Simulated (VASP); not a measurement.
## A VASP 6.6.1 single-point calculation on BaTiO₃

INCAR

```
LWAVE = .FALSE.
ISMEAR = 0
LCHARG = .FALSE.
NBANDS = 28
PREC = Accurate
ENCUT = 520
LREAL = .FALSE.
GGA = PE
EDIFF = 1E-7
NELM = 96
LASPH = .TRUE.
IBRION = -1
ISIF = 2
NSW = 0
SIGMA = 0.05
```

KPOINTS

```
KPOINTS created by Atomic Simulation Environment
0
Gamma
6 6 6
0 0 0
```

POSCAR

```
Ba Ti O
 1.0000000000000000
     3.9541555551999998    0.0000000000000000    0.0000000000000000
     0.0000000000000000    3.9541555551999998    0.0000000000000000
     0.0000000000000000    0.0000000000000000    3.9541555551999998
 Ba  Ti  O
   1   1   3
Cartesian
  0.0000000000000000  0.0000000000000000  0.0000000000000000
  1.9770777775999999  1.9770777775999999  1.9770777775999999
  1.9770777775999999  1.9770777775999999  0.0000000000000000
  1.9770777775999999  0.0000000000000000  1.9770777775999999
  0.0000000000000000  1.9770777775999999  1.9770777775999999
```

The recommended PBE PAW datasets give the neutral cell 40 valence electrons.

Command

```
mpirun -np 1 vasp_std
```

OSZICAR

```
N       E                     dE             d eps       ncg     rms          rms(c)
DAV:   1     0.441894143167E+03    0.44189E+03   -0.20859E+04  1120   0.157E+03
DAV:   2    -0.457546782917E+01   -0.44647E+03   -0.42435E+03  1320   0.433E+02
DAV:   3    -0.487040667020E+02   -0.44129E+02   -0.43698E+02  1556   0.135E+02
DAV:   4    -0.506684422815E+02   -0.19644E+01   -0.19601E+01  1668   0.242E+01
DAV:   5    -0.507182279641E+02   -0.49786E-01   -0.49775E-01  1508   0.303E+00    0.237E+01
DAV:   6    -0.400018930348E+02    0.10716E+02   -0.55601E+01  1540   0.676E+01    0.975E+00
DAV:   7    -0.399705481545E+02    0.31345E-01   -0.84934E+00  1440   0.216E+01    0.690E+00
DAV:   8    -0.398397751198E+02    0.13077E+00   -0.72615E-01  1376   0.784E+00    0.302E+00
DAV:   9    -0.398776833992E+02   -0.37908E-01   -0.22242E-01  1520   0.338E+00    0.129E+00
DAV:  10    -0.398589351775E+02    0.18748E-01   -0.98915E-02  1268   0.334E+00    0.228E-01
DAV:  11    -0.398587624479E+02    0.17273E-03   -0.39415E-03  1368   0.460E-01    0.734E-02
DAV:  12    -0.398588717068E+02   -0.10926E-03   -0.94251E-04  1664   0.216E-01    0.119E-01
DAV:  13    -0.398587173249E+02    0.15438E-03   -0.91141E-04  1524   0.299E-01    0.379E-02
DAV:  14    -0.398586993964E+02    0.17928E-04   -0.79318E-05  1380   0.918E-02    0.429E-03
DAV:  15    -0.398586997251E+02   -0.32872E-06   -0.39660E-06  1468   0.154E-02    0.279E-03
DAV:  16    -0.398586996798E+02    0.45358E-07   -0.46781E-07  1280   0.645E-03
   1 F= -.39858700E+02 E0= -.39858700E+02  d E =-.175941E-21
```

From OUTCAR

```
k-points           NKPTS =     20   k-points in BZ     NKDIM =     20   number of bands    NBANDS=     28

   NELECT =      40.0000    total number of electrons

   dimension x,y,z NGX =    30 NGY =   30 NGZ =   30
   dimension x,y,z NGXF=    60 NGYF=   60 NGZF=   60

  energy-cutoff  :      520.00
  volume of cell :       61.82
      direct lattice vectors                 reciprocal lattice vectors
     3.954155555  0.000000000  0.000000000     0.252898498  0.000000000  0.000000000
     0.000000000  3.954155555  0.000000000     0.000000000  0.252898498  0.000000000
     0.000000000  0.000000000  3.954155555     0.000000000  0.000000000  0.252898498

 k-points in reciprocal lattice and weights: KPOINTS created by Atomic Simulation Env
   0.00000000  0.00000000  0.00000000       0.005
   0.16666667  0.00000000  0.00000000       0.028
   0.33333333  0.00000000  0.00000000       0.028
   0.50000000  0.00000000  0.00000000       0.014
   0.16666667  0.16666667  0.00000000       0.056
   0.33333333  0.16666667  0.00000000       0.111
   0.50000000  0.16666667  0.00000000       0.056
   0.33333333  0.33333333  0.00000000       0.056
   ...

 E-fermi :   4.4461

 k-point     1 :       0.0000    0.0000    0.0000
  band No.  band energies     occupation
      1     -52.3636      2.00000
      2     -28.5955      2.00000
      3     -28.5955      2.00000
      4     -28.5955      2.00000
      5     -20.6141      2.00000
      6     -12.8537      2.00000
      7     -12.1891      2.00000
      8     -12.1891      2.00000
      9      -5.8009      2.00000
     10      -5.8009      2.00000
     11      -5.8009      2.00000
     12       1.8430      2.00000
     13       1.8430      2.00000
     14       1.8430      2.00000
     15       2.9704      2.00000
     16       2.9704      2.00000
     17       2.9704      2.00000
     18       4.0110      2.00000
     19       4.0110      2.00000
     20       4.0110      2.00000
     21       5.9364      0.00000
     22       5.9364      0.00000
     23       5.9364      0.00000
     24       8.2747      0.00000
     25       8.2747      0.00000
     26       9.2120      0.00000
     27       9.2120      0.00000
     28      11.9153      0.00000

 k-point     2 :       0.1667    0.0000    0.0000
  band No.  band energies     occupation
      1     -52.3633      2.00000
      2     -28.6113      2.00000
      3     -28.5948      2.00000
      4     -28.5948      2.00000
      5     -20.5784      2.00000
      6     -12.8877      2.00000
      7     -12.1783      2.00000
      8     -12.1511      2.00000
      9      -5.7549      2.00000
     10      -5.7549      2.00000
     11      -5.6761      2.00000
     12       1.3729      2.00000
     13       1.7474      2.00000
     14       1.7474      2.00000
     15       2.6727      2.00000
     16       2.6727      2.00000
     17       2.7156      2.00000
     18       3.3603      2.00000
     19       3.8171      2.00000
     20       3.8171      2.00000
     21       5.9786      0.00000
     22       6.4910      0.00000
     23       6.4910      0.00000
     24       8.2792      0.00000
     25       8.9946      0.00000
     26       9.7385      0.00000
     27       9.7752      0.00000
     28      12.5826      0.00000

 ...

  Total        4.2300073      4.2300073      4.2300073      0.0000000      0.0000000     -0.0000000
  in kB      109.6201646    109.6201646    109.6201646      0.0000000      0.0000000     -0.0000000
  external PRESSURE =     109.6201646 kB  Pullay stress =       0.0000000 kB

 POSITION                                       TOTAL-FORCE (eV/Angst)
 -----------------------------------------------------------------------------------
      0.00000      0.00000      0.00000         0.000000      0.000000      0.000000
      1.97708      1.97708      1.97708         0.000000      0.000000      0.000000
      1.97708      1.97708      0.00000         0.000000      0.000000      0.000000
      1.97708      0.00000      1.97708         0.000000      0.000000      0.000000
      0.00000      1.97708      1.97708         0.000000      0.000000      0.000000
 -----------------------------------------------------------------------------------
    total drift:                                0.000000      0.000000     -0.000000

  FREE ENERGIE OF THE ION-ELECTRON SYSTEM (eV)
  ---------------------------------------------------
  free  energy   TOTEN  =       -39.8586996798 eV

  energy  without entropy=      -39.8586996798  energy(sigma->0) =      -39.85869968
```

It converged. Results: gap between bands v and c on the k mesh 1.82 eV; least direct gap on the k mesh 1.93 eV; pressure 11.0 GPa. Band v is the last that the valence electrons fill when counted band by band, and c is the next.

For comparison, a separate PBE run of the intended cell, on usual settings and not on those above, gives a gap of 1.82 eV on its mesh and a pressure of 11.0 GPa.

The run above took about 39 s on one core of a shared host (Intel Xeon Platinum 8488C) and held 0.19 GiB at most.
